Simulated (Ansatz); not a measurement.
System: NaI (rock salt type), 2 atoms in the cell.

```
CELL_PARAMETERS angstrom
0.00000 3.26500 3.26500
3.26500 0.00000 3.26500
3.26500 3.26500 0.00000
ATOMIC_POSITIONS crystal
Na 0.00000 0.00000 0.00000
I 0.50000 0.50000 0.50000
```

These are results of Ansatz 0.2.0 development build, PBE with spin–orbit coupling, all-electron LAPW, point nucleus, not measurements.

k-mesh 6×6×6 Γ-centred; Fermi–Dirac smearing of 0.02 eV.

(1) How large is the gap on this mesh, is it direct, and where do the band edges lie (fractions of the reciprocal vectors of this cell)?

(2) List the levels near the gap at (0.000, 0.000, 0.000), (0.000, 0.167, 0.167), (0.000, 0.167, 0.333), (0.000, 0.333, -0.333), in eV from the top of the valence band (v1 is the highest filled band, c1 the lowest empty one).

## Answers

(1) 3.24 eV, direct at (0.000, 0.000, 0.000).

(2) 
| k | v4 | v3 | v2 | v1 | c1 | c2 | c3 |
| --- | --- | --- | --- | --- | --- | --- | --- |
| (0.000, 0.000, 0.000) | 0.00 | 0.00 | 0.00 | 0.00 | 3.24 | 3.24 | 7.61 |
| (0.000, 0.167, 0.167) | -0.53 | -0.53 | -0.22 | -0.22 | 4.31 | 4.31 | 6.64 |
| (0.000, 0.167, 0.333) | -0.88 | -0.88 | -0.40 | -0.40 | 5.08 | 5.08 | 6.46 |
| (0.000, 0.333, -0.333) | -1.53 | -1.53 | -0.72 | -0.72 | 5.23 | 5.23 | 6.69 |

Semilocal functionals give gaps that mostly lie well below measured ones.
